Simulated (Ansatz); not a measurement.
Ca:

```
Ca
1.0
    -2.24000    2.24000    2.24000
     2.24000   -2.24000    2.24000
     2.24000    2.24000   -2.24000
Ca
1
Direct
  0.00000 0.00000 0.00000
```

This isn't the form of Ca at room conditions, which is fcc.

- Program: Ansatz 0.2.0
- Task: relaxation of cell and atoms
- Functional: BLYP
- Dispersion: D3(BJ)
- Potentials or basis: Ansatz PAW
- Cutoff: 420 eV (not typed: the program's choice for these potentials)
- k mesh: 8 × 8 × 8
- Occupations: fermi-dirac, width 0.05 eV
- Spin: no spin polarisation

At the start: volume 44.96 Å³/atom.

Question: Where does the relaxation end?

Answer: It ends after 6 steps and the volume is 36.94 Å³/atom (-17.8 %); space group Im-3m (No. 229, to 0.05 Å).

Step by step:
```
step  energy change (eV)  largest force (eV/Å)  volume (Å³)
   1              0.0000                0.0000        44.96
   2             -0.0423                0.0000        42.01
   3             -0.0751                0.0000        36.04
   4             -0.0764                0.0000        37.11
   5             -0.0764                0.0000        36.94
   6             -0.0763                0.0000        36.94
```

Final structure:
```
Ca
1.0
    -2.09809    2.09809    2.09809
     2.09809   -2.09809    2.09809
     2.09809    2.09809   -2.09809
Ca
1
Direct
  0.00000 0.00000 0.00000
```

Caveat: the volume moved by over 15 % at a fixed basis, so the end points are rough; the plane-wave basis is chosen anew once the cell has moved, so the energies of steps on either side of that aren't comparable; pairwise dispersion overbinds metals, which lowers pressure and volume; the PAW data sets come from PBE, with cores solved anew for the run's functional, which leaves a small shift of forces and pressure.
